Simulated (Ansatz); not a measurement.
**NiO2 (CdCl2 type): one cell, several starts and searches**

Aim: see in which states the SCF of NiO2 (CdCl2 type) ends at one fixed cell when the search of states or the symmetry kept is changed. Cell and atoms stay fixed. This structure was made by substitution into a known type, so it needn't be the compound's stable form.

Method: DFT LDA+U (U_eff = 8 eV on Ni d), plane waves, PAW, in Ansatz 0.2.0.

8 further runs of the same task are left out: 8 that didn't finish.

## (1) The starting structure

Symmetry: R-3m, No. 166, trigonal system. Conventional cell: a = 2.762 Å, b = 2.762 Å, c = 12.527 Å, α = 90.00°, β = 90.00°, γ = 120.00°. Ni (site symmetry -3m) has 6 O at 1.89 Å as nearest neighbours. O (site symmetry 3m) has 3 Ni at 1.89 Å as nearest neighbours.

As a file:

```cif
data_structure
_symmetry_space_group_name_H-M 'R-3m:H'
_symmetry_Int_Tables_number 166
_cell_length_a 2.7622
_cell_length_b 2.7622
_cell_length_c 12.5269
_cell_angle_alpha 90.000
_cell_angle_beta 90.000
_cell_angle_gamma 120.000
_cell_volume 82.77
loop_
_atom_site_label
_atom_site_type_symbol
_atom_site_symmetry_multiplicity
_atom_site_Wyckoff_symbol
_atom_site_fract_x
_atom_site_fract_y
_atom_site_fract_z
_atom_site_occupancy
Ni1 Ni 3 a 0.00000 0.00000 0.00000 1
O1 O 6 c 0.00000 0.00000 0.25200 1
```

Magnetic order typed: antiferromagnetic, doubled cell 1/2 1/2 1/2.

The runs: from atoms, symmetry kept, no search; natural orbitals of the symmetric run, filled by rank; from atoms, default search.

## (2) From atoms, symmetry kept, no search

Contents of input.yaml:

```yaml
crystal:
  lattice:
    - [1.38111528, -0.79738728, 8.35126332]
    - [-1.38111528, -0.79738728, 8.35126332]
    - [0.0, -3.18954912, 8.35126332]
  atoms:
    - { symbol: Ni, position: [0.0, 0.0, 0.0], spin: 4.0, spin_axis: [0.0, 0.0, 1.0] }
    - { symbol: O, position: [0.252, 0.252, 0.874] }
    - { symbol: O, position: [0.748, 0.748, 0.626] }
    - { symbol: Ni, position: [0.0, 0.0, 0.5], spin: 4.0, spin_axis: [0.0, 0.0, -1.0] }
    - { symbol: O, position: [0.252, 0.252, 0.374] }
    - { symbol: O, position: [0.748, 0.748, 0.126] }
basis:
  ecutwfc: 420
  ecutrho_ratio: 4
kpoints:
  mp_grid: { grid: [8, 8, 8] }
hamiltonian:
  xc: lda
  hubbard:
    sites: [{ site: 0, l: d, u_eff: 8.0 }, { site: 3, l: d, u_eff: 8.0 }]
scf:
  occupations: { method: gaussian, width: 0.05 }
  lower_state_search: "off"
  max_iter: 150
output:
  forces: true
  stress: true
  eigenvalues: true
  populations: true
  hubbard: { sites: [{ site: 0, l: d }, { site: 3, l: d }] }
magnetization:
  noncollinear: true
  spin_orbit: true
```

This run includes spin–orbit coupling.

Run with:

```sh
> ansatz run input.yaml --threads 8 --pin off --max-ram 12288MiB --backend cpu --events-out ev --progress --plain --runs-dir out
```

The log of the run:

```text
Warning: output.stress: scf.convergence.dr2_threshold = 1e-7 eV (the SCF's general default) is looser than the 6e-10 eV advised for a printed stress (1e-10 eV for each atom of the cell: 6). What an SCF threshold leaves in a stress goes as its square root, and in the free energy as the threshold itself, and one threshold admits the most on a small cell: of the crystals measured, under no hybrid functional and no lock of the moments, on runs that ended without the residual-converged pass, on stresses that held no estimate of that error, the worst erred by over 100 MPa in a component at 1e-7 eV an atom and by under 5 at 1e-10. Set scf.convergence.dr2_threshold to 6e-10 eV or tighter. The threshold is an SCF's pass mark: one that does not reach it within its budget of iterations ends unconverged, or closes short of it on a stop that the run arms, and scf.convergence.dr2_threshold's page says what that costs each kind of run
Warning: RAYON_NUM_THREADS=8 ignored (pool sized by the plan → 8); use --threads N
basis.fft_grid_basis auto: the FFT boxes are laid along the combinations [[1, 0, -1], [0, 1, -1], [1, 1, -1]] of the cell's own vectors, 2.762, 2.762 and 8.502 Å long. The dense box has 20×20×60 points. Along the cell's own vectors, as sized, it would have 60×60×60, 9.00 times as many. Of the 12 symmetry operations that the crystal satisfies within crystal.symmetry.tolerance (time reversal apart; of a slab, those that keep its plane) the dense box along the cell's own vectors carries 12, and the one as laid loses 8 of those. basis.fft_grid_basis: typed keeps the cell's own vectors: state it where this run's energies or levels are differenced outside the engine with another run's, or held beside a run that keeps those vectors.
Ni: projections on atomic orbitals take those of the free atom [Ne] 3s2 3p6 3d8 4s2, of charge +0.00 (hamiltonian.pseudopotentials.projection_atoms); the dataset's partial waves leave at most 2.0e-9 of an orbital's norm unspanned inside its sphere
O: projections on atomic orbitals take those of the free atom [He] 2s2 2p4, of charge +0.00 (hamiltonian.pseudopotentials.projection_atoms); the dataset's partial waves leave at most 1.5e-11 of an orbital's norm unspanned inside its sphere
Engine: ansatz 0.2.0, aarch64-unknown-linux-gnu
Pseudopotentials: kind: paw_fr
Pseudopotential: Ni, paw_fr, valence charge 18, recommended cutoff 420 eV (normal), Ni.paw.azcp#standard-fr
Pseudopotential: O, paw_fr, valence charge 6, recommended cutoff 420 eV (normal), O.paw.azcp#standard-fr
Functional definition: SPW92
  exchange = slater_x
  correlation = pw_c
Crystal: 6 atoms, lattice volume = 55.183 Å³
Basis set: ecut = 420 eV, 1071 PW (Γ), FFT grids on a1−a3, a2−a3, a1+a2−a3
Bands: 72, of which v1, the nominal top of the filled ones, is band 60 counted from 1 (59 counted from 0)
Symmetry: 12 space group operations + 12 with time reversal
Magnetic group: BNS 167.108 (UNI 1338), of the structure as read, at distance tolerance 3.8e-5 Å
k-points: 65 of 512
Projection manifold: j_resolved (fully-relativistic pseudo-atomic orbitals)
Non-local potential: Ni, projectors of the file, l = 0: 3, l = 1: 4, l = 2: 6, l = 3: 2
Non-local potential: O, projectors of the file, l = 0: 2, l = 1: 4, l = 2: 2
PAW form: soft (Blöchl's): semilocal exchange-correlation on the pseudo side does not see the compensation charge
PAW frozen core: Ni, regenerated for the run's functional, and the local potential with it (the file was generated under x = pbe(κ = 0.804, μ = 0.2195149727645171), c = pbe(β = 0.06672455060314922))
PAW frozen core: O, regenerated for the run's functional, and the local potential with it (the file was generated under x = pbe(κ = 0.804, μ = 0.2195149727645171), c = pbe(β = 0.06672455060314922))
PAW one-centre angular grid: Ni, 590 points (default); XC on 64 Gauss nodes
PAW one-centre angular grid: O, 110 points (default); XC on 64 Gauss nodes
Initial density: superposition of atomic densities (chi_scale 0.1, normalization cell, long waves kept (reshape's long-wave potential 0.13 eV rms))
Starting moments: Σ|m| = 8 μB on 2 of 6 sites
Initial wavefunctions: pseudopotential atomic-orbital guess
Functional: x = slater, c = lda
SCF iter   1: F=—  HF=-13751.560428 eV  |F-HF|=—  |Δ(HF+E_count)|=         —  Δρ=5.72e-1  dr2=6.98e1  dr2_m=4.13e1  ethr=3.10e-3  |M|=1.14e-16 ∫|m|=1.54e0 μB  |m|>n=0.0e0 m-floor=4.8e-3 τ_xc=2.1e-31  β_m=0.30  ⟨swp⟩=9.8  Hψ=24041  notcnv=0  defer=7
preconditioner: auto → Kerker (q_TF=auto, 2.767 Å⁻¹)  [metal: Δε(μ)=0.007 eV  Ē_g=12.110 eV  σ=0.050 eV  W_gap=0.08  n_scr=18 (ndim 8)  ℏωp=33.2 eV  f_vac=0.022  D(μ)=4.23/eV (n_scr^D=50)]
spin=Noncollinear: Kerker preconditioning applied to the charge; magnetization (m_x, m_y, m_z) channels mix plain (no charge-response kernel on spin).
SCF iter   2: F=—  HF=-13748.883511 eV  |F-HF|=—  |Δ(HF+E_count)|=    2.68e0  Δρ=2.16e-1  dr2=2.51e0  dr2_m=5.91e0  ethr=3.10e-3  |M|=6.13e-16 ∫|m|=3.31e0 μB  |m|>n=0.0e0 m-floor=3.3e-4 τ_xc=2.4e-20  β_m=0.30  ⟨swp⟩=4.0  Hψ=12704  notcnv=0  defer=272
SCF iter   3: F=—  HF=-13750.366424 eV  |F-HF|=—  |Δ(HF+E_count)|=    1.48e0  Δρ=2.71e-1  dr2=5.21e0  dr2_m=9.30e0  ethr=3.10e-3  |M|=2.45e-17 ∫|m|=2.93e0 μB  |m|>n=0.0e0 m-floor=3.3e-4 τ_xc=8.6e-20  β_m=0.30  ⟨swp⟩=2.9  Hψ=9272  notcnv=0  defer=280
SCF iter   4: F=—  HF=-13767.108757 eV  |F-HF|=—  |Δ(HF+E_count)|=    1.67e1  Δρ=5.23e-1  dr2=1.27e2  dr2_m=1.19e1  ethr=3.10e-3  |M|=3.76e-16 ∫|m|=7.88e0 μB  |m|>n=0.0e0 m-floor=3.3e-4 τ_xc=5.7e-20  β_m=1.00  ⟨swp⟩=4.2  Hψ=11442  notcnv=0  defer=280
SCF iter   5: F=—  HF=-13746.603755 eV  |F-HF|=—  |Δ(HF+E_count)|=    2.05e1  Δρ=3.62e-1  dr2=1.60e0  dr2_m=1.65e1  ethr=3.10e-3  |M|=7.19e-16 ∫|m|=3.73e0 μB  |m|>n=0.0e0 m-floor=3.3e-4 τ_xc=7.9e-18  β_m=0.30  ⟨swp⟩=4.0  Hψ=11708  notcnv=0  defer=260
SCF iter   6: F=—  HF=-13749.364972 eV  |F-HF|=—  |Δ(HF+E_count)|=    2.76e0  Δρ=3.05e-1  dr2=4.01e-1  dr2_m=1.18e1  ethr=2.67e-3  |M|=4.41e-16 ∫|m|=3.68e0 μB  |m|>n=0.0e0 m-floor=3.3e-4 τ_xc=4.3e-18  β_m=0.30  ⟨swp⟩=2.0  Hψ=9665  notcnv=0  defer=280
SCF iter   7: F=—  HF=-13751.042238 eV  |F-HF|=—  |Δ(HF+E_count)|=    1.68e0  Δρ=2.78e-1  dr2=6.79e-1  dr2_m=9.77e0  ethr=6.68e-4  |M|=2.12e-16 ∫|m|=3.55e0 μB  |m|>n=0.0e0 m-floor=3.3e-4 τ_xc=2.6e-18  β_m=0.30  ⟨swp⟩=2.5  Hψ=8064  notcnv=0  defer=292
SCF iter   8: F=—  HF=-13752.603744 eV  |F-HF|=—  |Δ(HF+E_count)|=    1.56e0  Δρ=2.19e-1  dr2=2.38e0  dr2_m=6.04e0  ethr=6.68e-4  |M|=1.64e-17 ∫|m|=3.45e0 μB  |m|>n=0.0e0 m-floor=3.3e-4 τ_xc=1.6e-18  β_m=0.30  ⟨swp⟩=2.1  Hψ=6183  notcnv=0  defer=280
SCF iter   9: F=—  HF=-13753.100178 eV  |F-HF|=—  |Δ(HF+E_count)|=   4.96e-1  Δρ=1.59e-1  dr2=3.15e-1  dr2_m=3.21e0  ethr=6.68e-4  |M|=1.31e-16 ∫|m|=3.47e0 μB  |m|>n=0.0e0 m-floor=3.3e-4 τ_xc=1.0e-18  β_m=0.30  ⟨swp⟩=2.0  Hψ=7238  notcnv=0  defer=260
SCF iter  10: F=—  HF=-13753.486735 eV  |F-HF|=—  |Δ(HF+E_count)|=   3.87e-1  Δρ=1.18e-1  dr2=3.04e-2  dr2_m=1.76e0  ethr=5.25e-4  |M|=3.76e-16 ∫|m|=3.46e0 μB  |m|>n=0.0e0 m-floor=3.3e-4 τ_xc=6.8e-19  β_m=0.30  ⟨swp⟩=2.0  Hψ=5939  notcnv=0  defer=260
[... 1 line left out ...]
spin-set hold released at iteration 10 (site moments contracting): the magnetisation degrees of freedom join the quasi-Newton model from the next iteration; the mixer history was flushed
[... 3 lines left out ...]
SCF iter  14: F=—  HF=-13754.025174 eV  |F-HF|=—  |Δ(HF+E_count)|=   9.98e-3  Δρ=5.88e-3  dr2=1.13e-3  dr2_m=4.41e-3  ethr=1.53e-6  |M|=1.31e-16 ∫|m|=3.07e0 μB  |m|>n=0.0e0 m-floor=3.3e-4 τ_xc=1.8e-19  β_m=0.88  ⟨swp⟩=2.0  Hψ=8120  notcnv=0  defer=260
SCF iter  15: F=—  HF=-13754.039408 eV  |F-HF|=—  |Δ(HF+E_count)|=   1.42e-2  Δρ=4.26e-3  dr2=8.70e-3  dr2_m=1.19e-3  ethr=1.53e-6  |M|=1.96e-16 ∫|m|=2.78e0 μB  |m|>n=0.0e0 m-floor=3.3e-4 τ_xc=2.8e-19  β_m=0.94  ⟨swp⟩=2.3  Hψ=8836  notcnv=0  defer=260
SCF iter  16: F=—  HF=-13754.042237 eV  |F-HF|=—  |Δ(HF+E_count)|=   2.83e-3  Δρ=4.13e-3  dr2=6.30e-3  dr2_m=1.45e-4  ethr=1.53e-6  |M|=1.63e-17 ∫|m|=2.57e0 μB  |m|>n=0.0e0 m-floor=3.3e-4 τ_xc=2.8e-19  β_m=0.97  ⟨swp⟩=2.2  Hψ=9705  notcnv=0  defer=260
SCF iter  17: F=—  HF=-13754.042291 eV  |F-HF|=—  |Δ(HF+E_count)|=   5.46e-5  Δρ=2.46e-3  dr2=1.80e-3  dr2_m=1.25e-4  ethr=1.53e-6  |M|=2.37e-16 ∫|m|=2.55e0 μB  |m|>n=0.0e0 m-floor=3.3e-4 τ_xc=2.4e-19  β_m=0.84  ⟨swp⟩=2.0  Hψ=7280  notcnv=0  defer=260
SCF iter  18: F=—  HF=-13754.042157 eV  |F-HF|=—  |Δ(HF+E_count)|=   1.34e-4  Δρ=7.21e-4  dr2=2.40e-4  dr2_m=3.27e-5  ethr=1.53e-6  |M|=2.04e-16 ∫|m|=2.51e0 μB  |m|>n=0.0e0 m-floor=3.3e-4 τ_xc=2.3e-19  β_m=0.92  ⟨swp⟩=2.0  Hψ=8710  notcnv=0  defer=260
SCF iter  19: F=—  HF=-13754.042278 eV  |F-HF|=—  |Δ(HF+E_count)|=   1.21e-4  Δρ=3.41e-4  dr2=5.40e-5  dr2_m=8.44e-6  ethr=4.01e-7  |M|=2.04e-16 ∫|m|=2.48e0 μB  |m|>n=0.0e0 m-floor=3.3e-4 τ_xc=2.1e-19  β_m=0.96  ⟨swp⟩=2.0  Hψ=5984  notcnv=0  defer=260
SCF iter  20: F=—  HF=-13754.042328 eV  |F-HF|=—  |Δ(HF+E_count)|=   4.95e-5  Δρ=2.59e-4  dr2=2.83e-5  dr2_m=2.00e-7  ethr=9.01e-8  |M|=1.72e-16 ∫|m|=2.45e0 μB  |m|>n=0.0e0 m-floor=3.3e-4 τ_xc=2.0e-19  β_m=0.98  ⟨swp⟩=2.0  Hψ=7136  notcnv=0  defer=260
SCF iter  21: F=—  HF=-13754.042328 eV  |F-HF|=—  |Δ(HF+E_count)|=   3.46e-7  Δρ=9.60e-5  dr2=4.12e-6  dr2_m=4.68e-8  ethr=4.71e-8  |M|=1.39e-16 ∫|m|=2.45e0 μB  |m|>n=0.0e0 m-floor=3.3e-4 τ_xc=2.0e-19  β_m=0.99  ⟨swp⟩=1.0  Hψ=4420  notcnv=0  defer=260
SCF iter  22: F=—  HF=-13754.042329 eV  |F-HF|=—  |Δ(HF+E_count)|=   4.72e-7  Δρ=3.30e-5  dr2=4.69e-7  dr2_m=6.61e-9  ethr=6.86e-9  |M|=5.72e-17 ∫|m|=2.45e0 μB  |m|>n=0.0e0 m-floor=3.3e-4 τ_xc=1.9e-19  β_m=1.00  ⟨swp⟩=1.0  Hψ=4420  notcnv=0  defer=260
SCF iter  23: F=-13754.042329 eV  HF=-13754.042329 eV  |F-HF|=1.77e-9  |Δ(HF+E_count)|=   5.17e-8  Δρ=2.90e-6  dr2=3.54e-9  dr2_m=1.68e-9  ethr=1.67e-10  |M|=1.39e-16 ∫|m|=2.45e0 μB  |m|>n=0.0e0 m-floor=3.3e-4 τ_xc=2.0e-19  ⟨swp⟩=12.4  Hψ=23766  notcnv=0
SCF 1 converged in 23 iterations: F = -13754.042329 eV  dr2 = 3.54e-9
SCF converged after 23 iterations
Magnetization: |M| = 0.0000 μB,  M = (+0.0000, +0.0000, -0.0000) μB
Absolute magnetization: 2.4539 μB (∫|m|, with the PAW one-centre terms)
  site 0: m = (-0.0000, -0.0000, +0.6108) μB, |m| = 0.6108 μB  (R = 0.78 Å)
  site 1: m = (-0.0000, -0.0000, +0.2570) μB, |m| = 0.2570 μB  (R = 0.78 Å)
  site 2: m = (+0.0000, +0.0000, -0.2570) μB, |m| = 0.2570 μB  (R = 0.78 Å)
  site 3: m = (+0.0000, +0.0000, -0.6108) μB, |m| = 0.6108 μB  (R = 0.78 Å)
  site 4: m = (+0.0000, +0.0000, -0.2570) μB, |m| = 0.2570 μB  (R = 0.78 Å)
  site 5: m = (-0.0000, -0.0000, +0.2570) μB, |m| = 0.2570 μB  (R = 0.78 Å)
Free energy (F): -13754.042329 eV
Harris-Foulkes:  -13754.042329 eV  (|F-HF|=1.77e-9)
Internal energy: -13754.042329 eV  (E = F + TS)
E sigma→0 (E₀):  -13754.042329 eV
Fermi energy:    9.086974 eV
--- Per-component energies (eV) ---
  E_band       = -932.657715
  E_kinetic    = 1243.114198
  E_local      = -10558.680633  (includes V_loc(G=0)·N_el)
  E_nonlocal   = 1464.558652
  E_hartree    = 4360.013009
  E_xc         = -455.208974
  E_vxc        = -586.691879  (∫ρ·V_xc dr)
  E_hubbard    = 7.264323  (on-site DFT+U / exact-exchange correction)
  E_vhub       = -51.322129  (the Hubbard potential's part of the band-sum identity)
  E_paw        = -3695.651084  (= ΣΔE_a)
  E_vpaw       = -1163.679292  (= ΣTr[D̂ρ^β])
  E_aug_tail   = 0.010100  (compensation charges beyond the density's cutoff)
  E_ewald      = -6120.722593
  E_core_change = 1.260673  (= ΣΔE_core)
  E_smearing   = -0.000000  (= −TS)
  E_closure    = 0.000000  (closes the sum)
  Σ components = -13754.042329   (vs F -13754.042329, Δ=0.00e0)
--- Hubbard shell moments (per corrected site; Tr N, ν in electrons; μ in μ_B) ---
  shell 0: Tr N=8.2313  μ_S=(+0.0000, -0.0000, +0.6359)  μ_L=(+0.0000, -0.0000, +0.0692)  μ=(+0.0000, -0.0000, +0.7051)  ν=0.0512 along (+0.000, -0.000, +1.000)
  shell 1: Tr N=8.2313  μ_S=(-0.0000, +0.0000, -0.6359)  μ_L=(-0.0000, +0.0000, -0.0692)  μ=(-0.0000, +0.0000, -0.7051)  ν=0.0512 along (-0.000, +0.000, -1.000)
--- Forces (eV/Å), atoms counted from 1 ---
  atom   1  Ni    -0.00000000    -0.00000000     0.00000000
  atom   2  O      0.00000000    -0.00000000     1.41623562
  atom   3  O      0.00000000     0.00000000    -1.41623562
  atom   4  Ni     0.00000000    -0.00000000     0.00000000
  atom   5  O     -0.00000000    -0.00000000     1.41623562
  atom   6  O     -0.00000000     0.00000000    -1.41623562
  max |Σ_I F_I| component: 4.68e-18 eV/Å
--- Stress (GPa, compression-positive) ---
       -5.184167       0.000000       0.000000
       -0.000000      -5.184167       0.000000
        0.000000       0.000000     -12.241777
  P = ⅓ Tr σ = -7.5367 GPa (-75.367 kbar)
--- Band table (eV; the first three rows and the last of 65) ---
  k-point 0: bands = ["-94.2989", "-94.2989", "-93.5276", "-93.5276", "-56.3937", "-56.3937", "-56.1134", "-56.1134", "-54.4038", "-54.4038", "-54.0214", "-54.0214", "-53.7426", "-53.7426", "-53.6584", "-53.6584", "-10.5228", "-10.5228", "-9.9361", "-9.9361", "-8.6566", "-8.6566", "-7.7996", "-7.7996", "0.9285", "0.9285", "1.9390", "1.9390", "1.9894", "1.9894", "2.2036", "2.2036", "2.6479", "2.6479", "2.9092", "2.9092", "3.5509", "3.5509", "3.7238", "3.7238", "5.2304", "5.2304", "5.4749", "5.4749", "6.2154", "6.2154", "6.3893", "6.3893", "7.4726", "7.4726", "7.7134", "7.7134", "7.7507", "7.7507", "8.2001", "8.2001", "8.2383", "8.2383", "8.7910", "8.7910", "10.4452", "10.4452", "10.4703", "10.4703", "11.5781", "11.5781", "11.6256", "11.6256", "16.8535", "16.8535", "18.7770", "18.7770"]
  k-point 1: bands = ["-94.2979", "-94.2979", "-93.5266", "-93.5266", "-56.3975", "-56.3975", "-56.1155", "-56.1155", "-54.4096", "-54.4096", "-54.0234", "-54.0234", "-53.7426", "-53.7426", "-53.6644", "-53.6644", "-10.3078", "-10.3078", "-9.7329", "-9.7329", "-8.6002", "-8.6002", "-7.8252", "-7.8252", "1.1688", "1.1688", "1.8926", "1.8926", "2.1118", "2.1118", "2.3184", "2.3184", "2.4805", "2.4805", "2.9685", "2.9685", "3.4472", "3.4472", "3.6308", "3.6308", "5.0091", "5.0091", "5.2432", "5.2432", "6.3023", "6.3023", "6.5575", "6.5575", "6.8393", "6.8393", "7.5452", "7.5452", "7.6874", "7.6874", "8.1574", "8.1574", "8.1882", "8.1882", "8.7086", "8.7086", "9.9799", "9.9799", "10.3596", "10.3596", "11.2777", "11.2777", "11.5567", "11.5567", "17.5996", "17.5996", "19.2836", "19.2836"]
  k-point 2: bands = ["-94.2957", "-94.2957", "-93.5243", "-93.5243", "-56.4067", "-56.4067", "-56.1207", "-56.1207", "-54.4233", "-54.4233", "-54.0283", "-54.0283", "-53.7426", "-53.7426", "-53.6786", "-53.6786", "-9.7352", "-9.7352", "-9.2070", "-9.2070", "-8.4641", "-8.4641", "-7.8980", "-7.8980", "1.4772", "1.4772", "1.7509", "1.7509", "1.9901", "1.9901", "2.6077", "2.6077", "2.8274", "2.8274", "3.1610", "3.1610", "3.3175", "3.3175", "3.4438", "3.4438", "4.4772", "4.4772", "4.8994", "4.8994", "5.7266", "5.7266", "6.1454", "6.1454", "6.7439", "6.7439", "7.3916", "7.3916", "7.4144", "7.4144", "7.7055", "7.7055", "7.8204", "7.8204", "8.1183", "8.1183", "9.4898", "9.4898", "10.2511", "10.2511", "11.0085", "11.0085", "11.5103", "11.5103", "19.1494", "19.1494", "20.3215", "20.3215"]
  k-point 64: bands = ["-94.2988", "-94.2988", "-93.5276", "-93.5276", "-56.3937", "-56.3937", "-56.1134", "-56.1134", "-54.4038", "-54.4038", "-54.0214", "-54.0214", "-53.7426", "-53.7426", "-53.6585", "-53.6585", "-10.4392", "-10.4392", "-10.0977", "-10.0977", "-8.3988", "-8.3988", "-7.9910", "-7.9910", "1.3452", "1.3452", "1.4693", "1.4693", "1.9894", "1.9894", "2.2031", "2.2031", "2.6479", "2.6479", "2.9093", "2.9093", "3.5500", "3.5500", "3.7237", "3.7237", "5.2233", "5.2233", "5.4727", "5.4727", "6.2411", "6.2411", "6.3756", "6.3756", "7.7356", "7.7356", "7.7736", "7.7736", "8.0151", "8.0151", "8.1779", "8.1779", "8.2133", "8.2133", "8.2640", "8.2640", "10.4502", "10.4502", "10.4754", "10.4754", "11.5764", "11.5764", "11.6238", "11.6238", "17.6080", "17.6080", "17.7217", "17.7217"]
Occupation matrices written to <dir>
--- Löwdin populations: 6 sites ---
  site symbol       q [e]
     0     Ni     16.8115
     1      O      6.5337
     2      O      6.5337
     3     Ni     16.8115
     4      O      6.5337
     5      O      6.5337
  spilling = 0.004040 (of n_electrons = 60.000000)
--- Occupation matrices: 2 shells (run DFT+U table (all-electron-ortho-atomic); ε = 4.26e-3) ---
  Ni0 d_3D: site group D3d (-3m)
  Ni0 d_3D spinor Tr n = 8.2313  λ = 0.403 0.404 0.727 0.727 0.993 0.994 0.994 0.996 0.996 0.996  [2× xz 0.33 (Eg 1.00) E1/2g(0.50) | 2× xz 0.32 (Eg 1.00) E1/2g(0.50) | 6× z2 0.33 (T2g 1.00) E1/2g(0.67)]
  Ni3 d_3D: site group D3d (-3m)
  Ni3 d_3D spinor Tr n = 8.2313  λ = 0.403 0.404 0.727 0.727 0.993 0.994 0.994 0.996 0.996 0.996  [2× xz 0.33 (Eg 1.00) E1/2g(0.50) | 2× xz 0.32 (Eg 1.00) E1/2g(0.50) | 6× z2 0.33 (T2g 1.00) E1/2g(0.67)]
  Tr n, λ and their labels are of the run-group-symmetrised matrices; stabiliser: 24 of 48 elements of G0×{1,Θ} (closed), max defect 6.0e-15 at τ = 9.0e-4
```

Run time: 41 s. Hardware: 8 threads of Arm Neoverse V1, shared host; peak memory 1.3 GiB.

It ends with a gap on the mesh of 0.60 eV, pressure -7.5 GPa, moments in spheres Ni1 (0.00, 0.00, 0.61); O2 (0.00, 0.00, 0.26); O3 (0.00, 0.00, -0.26); Ni4 (0.00, 0.00, -0.61); O5 (0.00, 0.00, -0.26); O6 (0.00, 0.00, 0.26) μB, largest force component 1.42 eV/Å, 12 symmetry operations imposed.

How the shells are filled (orbitals counted by the eigenvalues of the occupation matrices):

```tsv
shell	channel	electrons	over 0.8	0.2 to 0.8	under 0.2
Ni 3d (atom 1)	both spins	8.23	6	4	0
```

Spin moments on the atoms, as numbers:

```tsv
atom	x (μB)	y (μB)	z (μB)
Ni1	0.00	0.00	0.61
O2	0.00	0.00	0.26
O3	0.00	0.00	-0.26
Ni4	0.00	0.00	-0.61
O5	0.00	0.00	-0.26
O6	0.00	0.00	0.26
```

[end of part 1 of 3]
